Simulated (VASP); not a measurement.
Input of a VASP 6.6.1 run:

The input INCAR:

```
SYSTEM = Ge
PREC = Accurate
ENCUT = 520
EDIFF = 1E-6
ISMEAR = 0
SIGMA = 0.15
LREAL = .FALSE.
LASPH = .TRUE.
NELM = 100
ALGO = Fast
ISIF = 2
LWAVE = .FALSE.
LCHARG = .FALSE.
GGA = PE
IVDW = 12
NBANDS = 13
```

File KPOINTS:

```
regular mesh
0
G
  22 22 22
  0 0 0
```

File POSCAR:

```
Ge
1.0
    0.0000000000      1.9746328556      2.3695594267
    1.9746328556      0.0000000000      2.3695594267
    1.9746328556      1.9746328556      0.0000000000
Ge
1
Direct
    0.0000000000      0.0000000000      0.0000000000
```

Potentials or basis: VASP PAW PBE potentials, release 64 (Ge_d).

The run is started by

```console
$ cat potpaw_PBE.64/Ge_d/POTCAR > POTCAR
$ mpirun -np 1 vasp_std > vasp.out
```

Task: Estimate the pressure.

Result: 0.9 GPa.

Task: What does it give for the band gap on the k mesh?

Result: None (metal or under the smearing width).

Task: Predict the dispersion energy per atom.

Result: -0.358 eV.

Stress tensor (GPa, compression positive):
```
1.09 0.00 0.00
0.00 1.09 0.00
0.00 0.00 0.49
```

Caveat: pairwise dispersion overbinds metals, which lowers pressure and volume.
